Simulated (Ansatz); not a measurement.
# HgTe: the cost of one run

Program: Ansatz 0.2.0. Level of theory: DFT PBE, scalar-relativistic. These are calculated values, not measurements.

### 1 The structure to begin with

Symmetry: F-43m, No. 216, cubic system. The conventional cell has a = 6.447 Å, b = 6.447 Å, c = 6.447 Å, α = 90.00°, β = 90.00°, γ = 90.00°. Around Hg (site symmetry -43m) lie 4 Te at 2.79 Å. Te (site symmetry -43m) has 4 Hg at 2.79 Å as nearest neighbours.

Structure file:

```
Hg Te
1.0
     0.00000    3.22350    3.22350
     3.22350    0.00000    3.22350
     3.22350    3.22350    0.00000
Hg Te
1 1
Direct
  0.00000 0.00000 0.00000
  0.75000 0.75000 0.75000
```

Atoms are numbered in the order of the input: Hg1, Te2.

### 2 After the deformation

Space group F-43m before, I-4m2 after.

### 3 All-electron LAPW

Contents of input.yaml:

```yaml
crystal:
  lattice:
    - [0.0, 3.191265, 3.2235]
    - [3.191265, 0.0, 3.2235]
    - [3.191265, 3.191265, 0.0]
  atoms:
    - { symbol: Hg, position: [0.0, 0.0, 0.0] }
    - { symbol: Te, position: [0.75, 0.75, 0.75] }
kpoints:
  mp_grid: { grid: [11, 11, 11] }
  band_path:
    path:
      - [0.0, 0.0, 0.0]
      - [0.5, 0.0, 0.5]
      - [0.75, 0.25, 0.5]
      - [0.5, 0.5, 0.5]
      - [0.0, 0.0, 0.0]
      - [0.5, 0.5, 0.0]
      - [0.6274875, 0.6274875, 0.254975]
      - [0.3725125, 0.3725125, 0.745025]
      - [0.0, 0.0, 0.0]
    npoints: 5
scf:
  occupations: { method: fermi_dirac, width: 0.03 }
hamiltonian:
  xc: pbe
  pseudopotentials: { kind: all_electron, lapw: { basis_error: 0.0005 } }
output:
  forces: true
  stress: true
  eigenvalues: true
```

Started as:

```
$ ansatz run input.yaml --threads 1 --pin off --max-ram 3072MiB --backend cpu --events-out ev --progress --plain --runs-dir out
```

What time and memory should one allow on 1 thread of Intel Xeon Platinum 8488C (Sapphire Rapids), shared host?

About 94 s, with a peak of 0.76 GiB.
